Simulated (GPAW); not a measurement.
The system is CdSe.

```
Cd Se
1.0
     0.00000    2.87396    2.87396
     2.87396    0.00000    2.87396
     2.87396    2.87396    0.00000
Cd Se
1 1
Direct
  0.00000 0.00000 0.00000
  0.50000 0.50000 0.50000
```

Measurements of this composition are mostly on another form, of space group No. 186.

| Quantity | Value |
| --- | --- |
| Program | GPAW 26.7.0 |
| Task | single point |
| Functional | PBE |
| Potentials or basis | GPAW PAW data sets (gpaw-data 1.2.1) |
| Cutoff | 600 eV |
| Basis | pw |
| k mesh | 8 × 8 × 8 |
| Occupations | fermi-dirac, width 0.05 eV |
| Spin | no spin polarisation |

On this cell: pressure -0.5 GPa; largest force zero by symmetry; band gap on the k mesh none (metal or under the smearing width).

The same run follows on a disturbed copy (atoms moved at random, drawn with an rms of 0.05 Å):

```
CELL_PARAMETERS angstrom
0.00000 2.87396 2.87396
2.87396 0.00000 2.87396
2.87396 2.87396 0.00000
ATOMIC_POSITIONS crystal
Cd 0.98646 0.00218 0.01217
Se 0.49273 0.50827 0.48448
```

Q: What does the disturbed cell give?

A: The energy (extrapolated to zero smearing) moves by +2.1 meV/atom; pressure -0.3 GPa; largest force 0.092 eV/Å; band gap on the k mesh none (metal or under the smearing width).

Forces in eV/Å, atoms in the order of the input:
```
Cd  -0.061 -0.060  0.033
Se   0.061  0.060 -0.033
```

Stress tensor (GPa, compression positive):
```
-0.27 -0.03  0.02
-0.03 -0.28  0.02
 0.02  0.02 -0.46
```
